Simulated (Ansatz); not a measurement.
# Dielectric function and optical constants of ZnS

Aim: the dielectric function of ZnS, and the optical constants that follow from it. The cell comes from an older database entry, whose edges can differ from later determinations, mostly by under a per cent.

Method: DFT, PBE, plane-wave PAW, default files, scalar-relativistic, independent-particle optical response without local fields, in Ansatz 0.2.0.

The database entry behind the starting cell differs from later determinations by our own check (about 0.1 % short), so it need not match the best structure at ambient conditions.

### 1. The starting structure

It takes space group F-43m (No. 216, cubic). Conventional cell: a = 5.404 Å, b = 5.404 Å, c = 5.404 Å, α = 90.00°, β = 90.00°, γ = 90.00°. Nearest to Zn lie 4 S at 2.34 Å. S has 4 Zn at 2.34 Å nearest. Farther neighbours and most contacts between anions are not listed.

### 2. Ground state and bands

The self-consistent density comes first; it also tells whether there is a gap, which decides the occupations and the need for a Drude term.

This step: DFT, PBE, plane-wave PAW, default files, scalar-relativistic, ground state (Ansatz 0.2.0).

input.yaml

```yaml
crystal:
  lattice:
    - [0.0, 2.702, 2.702]
    - [2.702, 0.0, 2.702]
    - [2.702, 2.702, 0.0]
  atoms:
    - { symbol: Zn, position: [0.75, 0.75, 0.75] }
    - { symbol: S, position: [0.0, 0.0, 0.0] }
kpoints:
  mp_grid: { grid: [8, 8, 8] }
  band_path:
    path:
      - [[0.0, 0.0, 0.0], [0.5, 0.0, 0.5], [0.5, 0.25, 0.75], [0.375, 0.375, 0.75], [0.0, 0.0, 0.0], [0.5, 0.5, 0.5], [0.625, 0.25, 0.625], [0.5, 0.25, 0.75], [0.5, 0.5, 0.5], [0.375, 0.375, 0.75]]
      - [[0.625, 0.25, 0.625], [0.5, 0.0, 0.5]]
    npoints: 5
scf:
  occupations: { method: fermi_dirac, width: 0.05 }
  n_extra_bands: 6
hamiltonian:
  xc: pbe
  pseudopotentials: { kind: paw }
output:
  forces: true
  stress: true
  populations: true
  write_bands: true
```

Command:

```
> ansatz run input.yaml --threads 4 --pin off --max-ram 8192MiB --backend cpu --events-out ev --progress --plain --runs-dir out
```

Numbers of over 12 decimals in the logs are rounded to 6 here.

Output:

```text
scf.n_extra_bands = 6 over 9 filled bands (N_el = 18.0): the run solves 15 bands
Engine: ansatz 0.2.0, x86_64-unknown-linux-gnu
Pseudopotentials: kind: paw
Pseudopotential: Zn, paw, valence charge 12, recommended cutoff 420 eV (normal), Zn.paw.azcp
Pseudopotential: S, paw, valence charge 6, recommended cutoff 420 eV (normal), S.paw.azcp
Functional definition: PBE
  parameter kappa = 0.804
  parameter beta = 0.066725
  exchange = pbe_x(kappa = kappa, mu = beta*pi^2/3)
  correlation = pbe_c(beta = beta)
Crystal: 2 atoms, lattice volume = 39.454 Å³
Basis set: ecut = 420 eV, 749 PW (Γ), exchange–correlation on 54×54×54 points (8 copies of the dense FFT grid, shifted against one another)
Bands: 15, of which v1, the nominal top of the filled ones, is band 9 counted from 1 (8 counted from 0)
Symmetry: 24 space group operations
Space group: F-43m (ITA 216), of the structure as read, at distance tolerance 3.4e-5 Å
k-points: 29 of 512 (time reversal used)
Non-local potential: Zn, projectors of the file, l = 0: 2, l = 1: 2, l = 2: 3, l = 3: 1
Non-local potential: S, projectors of the file, l = 0: 2, l = 1: 2, l = 2: 2
PAW form: soft (Blöchl's): semilocal exchange-correlation on the pseudo side does not see the compensation charge
PAW one-centre angular grid: Zn, 590 points (default); XC on 64 Gauss nodes
PAW one-centre angular grid: S, 110 points (default); XC on 64 Gauss nodes
Initial density: superposition of atomic densities (neutral atoms: chi_scale 0, normalization atom), corrected by the library's trained network
Initial wavefunctions: pseudopotential atomic-orbital guess
Functional: x = pbe(κ = 0.804, μ = 0.219515), c = pbe(β = 0.066725)
SCF iter   1: F=—  HF=-4222.729672 eV  |F-HF|=—  |Δ(HF+E_count)|=         —  Δρ=5.91e-4  dr2=1.77e-4  ethr=1.77e-3  ⟨swp⟩=5.3  Hψ=2439  notcnv=0  defer=1
preconditioner: auto → none  [insulator: Δε(μ)=2.102 eV  Ē_g=13.932 eV  σ=0.050 eV  W_gap=1.00  n_scr=14 (ndim 8)  ℏωp=25.1 eV  f_vac=0.026  D(μ)=0.00/eV (n_scr^D=0)  ε∞_Penn≈4.2]
SCF iter   2: F=—  HF=-4222.729858 eV  |F-HF|=—  |Δ(HF+E_count)|=   1.85e-4  Δρ=5.97e-4  dr2=6.53e-5  ethr=9.83e-7  ⟨swp⟩=2.2  Hψ=963  notcnv=0  defer=12
SCF iter   3: F=—  HF=-4222.729862 eV  |F-HF|=—  |Δ(HF+E_count)|=   4.05e-6  Δρ=1.52e-4  dr2=7.01e-6  ethr=3.63e-7  ⟨swp⟩=2.1  Hψ=605  notcnv=0  defer=12
SCF iter   4: F=—  HF=-4222.729873 eV  |F-HF|=—  |Δ(HF+E_count)|=   1.08e-5  Δρ=5.60e-5  dr2=4.47e-7  ethr=3.90e-8  ⟨swp⟩=2.0  Hψ=624  notcnv=0  defer=12
SCF iter   5: F=—  HF=-4222.729876 eV  |F-HF|=—  |Δ(HF+E_count)|=   3.78e-6  Δρ=2.76e-5  dr2=1.79e-7  ethr=2.49e-9  ⟨swp⟩=2.0  Hψ=653  notcnv=0  defer=12
SCF iter   6: F=-4222.729877 eV  HF=-4222.729877 eV  |F-HF|=1.57e-8  |Δ(HF+E_count)|=   6.10e-7  Δρ=3.37e-6  dr2=1.48e-9  ethr=5.56e-10  ⟨swp⟩=7.2  Hψ=2183  notcnv=0
SCF 1 converged in 6 iterations: F = -4222.729877 eV  dr2 = 1.48e-9
  greatest PAW one-centre occupation: 0.983 electrons in one spin orbital (limit 2), on the Zn atom at site 0 (counted from 0), in its partial waves of l = 2
NSCF: frozen V_eff on 52 k-points
SCF converged after 6 iterations
Free energy (F): -4222.729877 eV
Harris-Foulkes:  -4222.729877 eV  (|F-HF|=1.57e-8)
Internal energy: -4222.729877 eV  (E = F + TS)
E sigma→0 (E₀):  -4222.729877 eV
Fermi energy:    6.876566 eV
--- Per-component energies (eV) ---
  E_band       = 5.106425
  E_kinetic    = 238.366032
  E_local      = -2040.910511  (includes V_loc(G=0)·N_el)
  E_nonlocal   = 642.717977
  E_hartree    = 853.403511
  E_xc         = -234.430513
  E_vxc        = -139.592488  (∫ρ·V_xc dr)
  E_paw        = -2428.496718  (= ΣΔE_a)
  E_vpaw       = -402.281228  (= ΣTr[D̂ρ^β])
  E_aug_tail   = -0.000361  (compensation charges beyond the density's cutoff)
  E_ewald      = -1253.379294
  E_smearing   = -0.000000  (= −TS)
  E_closure    = -0.000000  (closes the sum)
  Σ components = -4222.729877   (vs F -4222.729877, Δ=0.00e0)
--- Forces (eV/Å), atoms counted from 1 ---
  atom   1  Zn     0.00000000    -0.00000000     0.00000000
  atom   2  S     -0.00000000     0.00000000     0.00000000
  max |Σ_I F_I| component: 3.70e-17 eV/Å
--- Stress (GPa, compression-positive) ---
        1.599458       0.000000      -0.000000
       -0.000000       1.599458       0.000000
       -0.000000       0.000000       1.599458
  P = ⅓ Tr σ = 1.5995 GPa (15.995 kbar)
--- Band table (eV; the first three rows and the last of 29) ---
  k-point 0: bands = [... 5 lower, -0.0477, 5.7869, 5.7869, 5.7869, 7.8962, 12.1563, 12.1563, 12.1563, ... 2 higher]
  k-point 1: bands = [... 5 lower, -0.0494, 4.6734, 5.6395, 5.6395, 8.7155, 12.0652, 12.4084, 12.4084, ... 2 higher]
  k-point 2: bands = [... 5 lower, -0.0462, 2.9561, 5.3183, 5.3183, 9.2576, 12.7046, 12.7769, 12.7769, ... 2 higher]
  k-point 28: bands = [... 5 lower, 0.3519, 1.1988, 3.0385, 3.0748, 11.4756, 11.8100, 13.6385, 13.9794, ... 2 higher]
--- Löwdin populations: 2 sites ---
  site symbol       q [e]
     0     Zn     10.7217
     1      S      7.0822
  spilling = 0.010894 (of n_electrons = 18.000000)
```

Wall time 2.2 s (4 threads of Intel Xeon at 2.50GHz (Skylake/Cascade Lake), shared host); peak memory 0.35 GiB; 6.4 s of CPU time.

This step gave:

```
free energy                  : -4222.7299 eV
Fermi energy                 : 6.877 eV
gap by band count            : 2.109 eV
electrons                    : 18
symmetry operations          : 24
pressure                     : 1.599 GPa
gap on the k-mesh            : 2.109 eV
volume                       : 39.45 Å³
gap on the path              : 2.109 eV
least direct gap on the path : 2.109 eV
```

There is a gap, 2.11 eV on the path, so no carriers' term is needed. The cell is left with a pressure of 1.6 GPa, as it stands unrelaxed at this level.

The electronic bands at the labelled points (eV, zero at the Fermi level; v1 is the highest filled band, c1 the lowest empty one):

| point | v4 | v3 | v2 | v1 | c1 | c2 | c3 | c4 |
| --- | --- | --- | --- | --- | --- | --- | --- | --- |
| Γ | -6.92 | -1.09 | -1.09 | -1.09 | 1.02 | 5.28 | 5.28 | 5.28 |
| 0.40 of the way | -6.90 | -3.07 | -1.98 | -1.98 | 3.09 | 3.88 | 6.74 | 6.74 |
| X | -6.71 | -5.65 | -3.31 | -3.31 | 2.31 | 2.98 | 9.86 | 10.85 |
| 0.40 of the way | -6.64 | -5.66 | -3.50 | -3.49 | 2.89 | 3.50 | 8.93 | 9.35 |
| W | -6.53 | -5.68 | -3.84 | -3.80 | 4.60 | 4.93 | 6.76 | 7.10 |
| 0.40 of the way | -6.55 | -5.68 | -4.06 | -3.40 | 3.96 | 4.89 | 7.15 | 7.70 |
| K | -6.58 | -5.71 | -4.20 | -2.90 | 3.03 | 4.86 | 8.26 | 8.64 |
| 0.60 of the way | -6.91 | -3.54 | -2.27 | -1.39 | 2.96 | 5.07 | 5.90 | 6.13 |
| Γ | -6.92 | -1.09 | -1.09 | -1.09 | 1.02 | 5.28 | 5.28 | 5.28 |
| 0.40 of the way | -6.93 | -3.23 | -1.42 | -1.42 | 2.28 | 5.43 | 5.79 | 5.79 |
| L | -6.72 | -6.38 | -1.96 | -1.96 | 2.21 | 5.81 | 5.81 | 7.77 |
| 0.40 of the way | -6.68 | -6.16 | -2.88 | -2.21 | 3.11 | 5.19 | 6.46 | 7.71 |
| U | -6.58 | -5.71 | -4.20 | -2.90 | 3.03 | 4.86 | 8.26 | 8.64 |
| 0.40 of the way | -6.56 | -5.70 | -4.13 | -3.15 | 3.49 | 4.88 | 7.60 | 8.11 |
| W | -6.53 | -5.68 | -3.84 | -3.80 | 4.60 | 4.93 | 6.76 | 7.10 |
| 0.60 of the way | -6.67 | -6.10 | -3.06 | -2.34 | 3.38 | 5.01 | 6.60 | 7.75 |
| L | -6.72 | -6.38 | -1.96 | -1.96 | 2.21 | 5.81 | 5.81 | 7.77 |
| 0.40 of the way | -6.68 | -6.16 | -2.88 | -2.21 | 3.11 | 5.19 | 6.46 | 7.71 |
| K | -6.58 | -5.71 | -4.20 | -2.90 | 3.03 | 4.86 | 8.26 | 8.64 |
| jump to U | -6.58 | -5.71 | -4.20 | -2.90 | 3.03 | 4.86 | 8.26 | 8.64 |
| 0.40 of the way | -6.64 | -5.67 | -3.81 | -3.15 | 2.71 | 3.74 | 8.98 | 9.66 |
| X | -6.71 | -5.65 | -3.31 | -3.31 | 2.31 | 2.98 | 9.86 | 10.85 |

### 3. Spectrum

With the density converged, the vertical transitions are summed over the zone.

This step: DFT, PBE, plane-wave PAW, default files, scalar-relativistic, independent-particle optical response without local fields (Ansatz 0.2.0).

input.yaml, the sections that differ from step 2:

```yaml
kpoints:
  mp_grid: { grid: [8, 8, 8] }
scf:
  occupations: { method: fixed }
output:
  optics:
    e_range: [0, 14]
    de: 0.05
    sigma: 0.1
    nscf_kmesh: { grid: [8, 8, 8] }
    bands: { spectra_wanted_up_to: 14 }
# crystal, hamiltonian: as in step 2
```

Output:

```text
[...]
Crystal: 2 atoms, lattice volume = 39.454 Å³
Basis set: ecut = 420 eV, 749 PW (Γ)
Bands: 13, of which v1, the nominal top of the filled ones, is band 9 counted from 1 (8 counted from 0)
[... 1 set-up line as in the run before ...]
[...]
k-points: 29 of 512 (time reversal used)
[...]
SCF iter   1: F=—  HF=-4222.729750 eV  |F-HF|=—  |Δ(HF+E_count)|=         —  Δρ=5.97e-4  dr2=1.83e-4  ethr=1.77e-3  ⟨swp⟩=4.9  Hψ=1996  notcnv=0  defer=50
[...]
SCF iter   8: F=-4222.729904 eV  HF=-4222.729904 eV  |F-HF|=1.82e-12  |Δ(HF+E_count)|=  1.82e-12  Δρ=1.11e-7  dr2=3.71e-12  ethr=1.00e-12  ⟨swp⟩=4.5  Hψ=1503  notcnv=0
SCF 1 converged in 8 iterations: F = -4222.729904 eV  dr2 = 3.71e-12
[...]
NSCF: frozen V_eff on 29 k-points
output.optics: what the bands over the 23 summed would add to eps1, eps2 and the energy-loss function is held between a lower and an upper bound (7 Lanczos steps). eps1, eps2 and their loss function (loss_summed_bands) are given on every row as the summed bands alone make them. Along an axis, on a row where the two bounds hold the loss function to about 1 % of the greater of itself and 0.5 % of |1/eps|, its cell (loss_completed) is given, with the completed eps1 and eps2 that it is formed of (a cell that is left empty reads nan in the table and null in the record). The two bounds hold it so along every axis on all 281 rows up to 14.000 eV. [rest of the remark cut]
SCF converged after 8 iterations
Free energy (F): -4222.729904 eV
[...]
Internal energy: -4222.729904 eV  (E = F + TS)
E sigma→0 (E₀):  -4222.729904 eV
Fermi energy:    5.786927 eV
[...]
--- Band table (eV; the first three rows and the last of 29) ---
  k-point 0: bands = [... 5 lower, -0.0477, 5.7869, 5.7869, 5.7869, 7.8962, 12.1563, 12.1563, 12.1563]
  k-point 1: bands = [... 5 lower, -0.0494, 4.6734, 5.6395, 5.6395, 8.7155, 12.0651, 12.4084, 12.4084]
  k-point 2: bands = [... 5 lower, -0.0462, 2.9561, 5.3183, 5.3183, 9.2575, 12.7045, 12.7768, 12.7768]
  k-point 28: bands = [... 5 lower, 0.3519, 1.1988, 3.0384, 3.0748, 11.4755, 11.8100, 13.6385, 13.9794]
```

Run time: 7 s. Hardware: 4 threads; peak memory 0.51 GiB.

Numbers from this step:

```
electronic dielectric constant ε∞, mean over x, y and z (by symmetry where fewer were run)                                                          : 6.304
absorption onset, first axis (α over 10⁴ cm⁻¹, or the direct gap if that lies higher)                                                               : 2.145 eV
main peak of Im epsilon, first axis                                                                                                                 : 5.940 eV
photocurrent from vertical transitions in a film 500 nm thick on a perfect mirror (two passes), AM1.5G, no front reflection, all carriers collected : 11.35 mA/cm²
least direct gap on the mesh                                                                                                                        : 2.109 eV
bands summed                                                                                                                                        : 23
spectra valid up to                                                                                                                                 : 21.93 eV
program's estimate of the k-sum error in Im epsilon                                                                                                 : 0.16 %
electrons in the f-sum                                                                                                                              : 8.288
```

The Im ε, any direction has structure finer than the step of the table below, so its rows give means over 0.5 eV, whole bins alone (the curve runs from 0 to 14 eV). Peaks (eV: height): 5.95: 21.8, 7.40: 10.6.

Im ε, any direction against photon energy; means over each step:

photon energy (eV), Im ε, any direction and a bar:
```
      1.5        0.0 
      2.0        0.1 
      2.5        0.8 #
      3.0        1.2 ##
      3.5        1.7 ###
      4.0        3.8 #######
      4.5        6.2 ###########
      5.0        5.4 ##########
      5.5        6.9 ############
      6.0       16.7 ##############################
      6.5        9.5 #################
      7.0        6.7 ############
      7.5        9.3 #################
      8.0        7.5 ##############
      8.5        5.1 #########
      9.0        3.8 #######
      9.5        2.8 #####
     10.0        2.5 ####
     10.5        2.8 #####
     11.0        2.0 ####
     11.5        1.6 ###
     12.0        1.6 ###
     12.5        1.4 ##
     13.0        1.1 ##
     13.5        1.1 ##
```

The Re ε, any direction by photon energy:

| photon energy (eV) | Re ε, any direction |
| --- | --- |
| 0.0 | 6.30 |
| 0.5 | 6.35 |
| 1.0 | 6.49 |
| 1.5 | 6.78 |
| 2.0 | 7.40 |
| 2.5 | 7.86 |
| 3.0 | 8.19 |
| 3.5 | 8.96 |
| 4.0 | 10.9 |
| 4.5 | 7.94 |
| 5.0 | 7.80 |
| 5.5 | 11.0 |
| 6.0 | 1.07 |
| 6.5 | -1.55 |
| 7.0 | 0.669 |
| 7.5 | -0.972 |
| 8.0 | -3.12 |
| 8.5 | -3.13 |
| 9.0 | -2.77 |
| 9.5 | -2.23 |
| 10.0 | -1.37 |
| 10.5 | -1.46 |
| 11.0 | -1.76 |
| 11.5 | -1.20 |
| 12.0 | -0.993 |
| 12.5 | -1.15 |
| 13.0 | -0.842 |
| 13.5 | -0.741 |
| 14.0 | -0.759 |

Values under 1 per cm are given as 1. The absorption coefficient, any direction by photon energy:

| photon energy (eV) | absorption coefficient, any direction (1/cm) |
| --- | --- |
| 0.0 | 1 |
| 0.5 | 1 |
| 1.0 | 1 |
| 1.5 | 1 |
| 2.0 | 523 |
| 2.5 | 37825 |
| 3.0 | 64585 |
| 3.5 | 1.0e5 |
| 4.0 | 2.0e5 |
| 4.5 | 4.7e5 |
| 5.0 | 4.6e5 |
| 5.5 | 4.7e5 |
| 6.0 | 1.9e6 |
| 6.5 | 1.5e6 |
| 7.0 | 1.2e6 |
| 7.5 | 1.7e6 |
| 8.0 | 1.9e6 |
| 8.5 | 1.8e6 |
| 9.0 | 1.8e6 |
| 9.5 | 1.6e6 |
| 10.0 | 1.5e6 |
| 10.5 | 1.6e6 |
| 11.0 | 1.7e6 |
| 11.5 | 1.5e6 |
| 12.0 | 1.5e6 |
| 12.5 | 1.5e6 |
| 13.0 | 1.4e6 |
| 13.5 | 1.4e6 |
| 14.0 | 1.4e6 |

The refractive index n and extinction k by photon energy:

| photon energy (eV) | n | k |
| --- | --- | --- |
| 0.0 | 2.51 | 0 |
| 0.5 | 2.52 | 0 |
| 1.0 | 2.55 | 0 |
| 1.5 | 2.60 | 0 |
| 2.0 | 2.72 | 0.00258 |
| 2.5 | 2.81 | 0.149 |
| 3.0 | 2.87 | 0.212 |
| 3.5 | 3.01 | 0.282 |
| 4.0 | 3.34 | 0.490 |
| 4.5 | 3.00 | 1.03 |
| 5.0 | 2.94 | 0.914 |
| 5.5 | 3.42 | 0.845 |
| 6.0 | 3.25 | 3.09 |
| 6.5 | 1.99 | 2.35 |
| 7.0 | 1.88 | 1.70 |
| 7.5 | 2.08 | 2.30 |
| 8.0 | 1.57 | 2.37 |
| 8.5 | 1.18 | 2.13 |
| 9.0 | 0.987 | 1.94 |
| 9.5 | 0.805 | 1.70 |
| 10.0 | 0.844 | 1.44 |
| 10.5 | 0.942 | 1.53 |
| 11.0 | 0.678 | 1.49 |
| 11.5 | 0.621 | 1.26 |
| 12.0 | 0.660 | 1.20 |
| 12.5 | 0.559 | 1.21 |
| 13.0 | 0.518 | 1.05 |
| 13.5 | 0.544 | 1.02 |
| 14.0 | 0.452 | 0.981 |

Loss function −Im 1/ε at q → 0, any direction against energy loss; read off at these points:

energy loss (eV), loss function −Im 1/ε at q → 0, any direction and a bar:
```
     1.50      0.000 
     2.00      0.000 
     2.50      0.013 #
     3.00      0.018 #
     3.50      0.020 #
     4.00      0.025 #
     4.50      0.061 ###
     5.00      0.060 ###
     5.50      0.038 ##
     6.00      0.050 ##
     6.50      0.104 #####
     7.00      0.155 #######
     7.50      0.103 #####
     8.00      0.114 #####
     8.50      0.143 #######
     9.00      0.172 ########
     9.50      0.220 ##########
    10.00      0.312 ##############
    10.15      0.327 ###############
    10.50      0.276 #############
    11.00      0.282 #############
    11.50      0.402 ##################
    12.00      0.454 #####################
    12.50      0.429 ####################
    13.00      0.575 ##########################
    13.35      0.659 ##############################
    13.50      0.624 ############################
    14.00      0.651 ##############################
```

At chosen wavelengths:

| wavelength (nm) | n | k | R (%) | 1/α |
| --- | --- | --- | --- | --- |
| 1064 | 2.56 | 0.000 | 19.2 | over 1 mm |
| 800 | 2.61 | 0.000 | 19.9 | over 1 mm |
| 532 | 2.80 | 0.117 | 22.5 | 362 nm |
| 365 | 2.97 | 0.265 | 24.9 | 109 nm |
| 308 | 3.37 | 0.527 | 30.4 | 46 nm |
| 248 | 2.94 | 0.914 | 28.1 | 22 nm |
| 193 | 2.12 | 2.440 | 46.0 | 6.3 nm |

Rows near the edge hang on the gap, which this functional as a rule makes too small, and phonon-assisted absorption is left out.

A film 1 µm thick would pass 19 % of daylight and look orange in transmission (x = 0.603, y = 0.385). A larger true gap would move the edge to shorter wavelengths and change the colour.

The f-sum over the summed bands holds 8.3 of the cell's 18 electrons outside the frozen cores, 2 of which lie in bands more than 12 eV below the Fermi level, whose transitions come at higher energies. Up to 14 eV the strength has a mean oscillator energy of 6.8 eV, close to the main peak.

### 4. What came out

```json
{
  "gap on the path": "2.11 eV",
  "least direct gap on the path": "2.11 eV",
  "electronic dielectric constant ε∞, mean over x, y and z (by symmetry where fewer were run) (independent particles)": "6.30",
  "absorption onset, first axis (α over 10⁴ cm⁻¹, or the direct gap if that lies higher)": "2.14 eV",
  "main peak of Im epsilon, first axis": "5.94 eV",
  "photocurrent from vertical transitions in a film 500 nm thick on a perfect mirror (two passes), AM1.5G, no front reflection, all carriers collected": "11.3 mA/cm²"
}
```

What this shows: At this level (PBE, independent particles) ZnS has ε∞ = 6.30 and n = 2.53 at 1550 nm; absorption sets in near 2.1 eV, and Im ε peaks at 5.9 eV. The gap on the path is direct, 2.11 eV. The absorption coefficient passes 10⁴ cm⁻¹ at 2.14 eV, inside the visible range. Distinct maxima of Im ε, read by a parabola through the highest points, lie at 4.29 eV (6.6), 5.94 eV (22) and 7.40 eV (11). The f-sum over the summed bands holds 8.3 of the cell's 18 electrons outside the frozen cores, 2 of which lie in bands more than 12 eV below the Fermi level, whose transitions come at higher energies. Up to 14 eV the strength has a mean oscillator energy of 6.8 eV, close to the main peak. A film 1 µm thick would pass 19 % of daylight and look orange in transmission (x = 0.603, y = 0.385). A larger true gap would move the edge to shorter wavelengths and change the colour. Excitons and phonon-assisted transitions are missing, and so are local fields; PBE gaps are as a rule too small, which pulls the onset down and ε∞ up. In the base run ε includes the program's bounded estimate of what the bands above those summed add.

[Logs are printed without paths, hosts, clocks, repeated set-up lines and the standing remarks that a program may print on its own settings, such as how far it seeks lower states.]

[Hosts, paths, dates, database ids (printed as entryN), source tags and the programs' standing remarks are cut or masked in the printed files.]
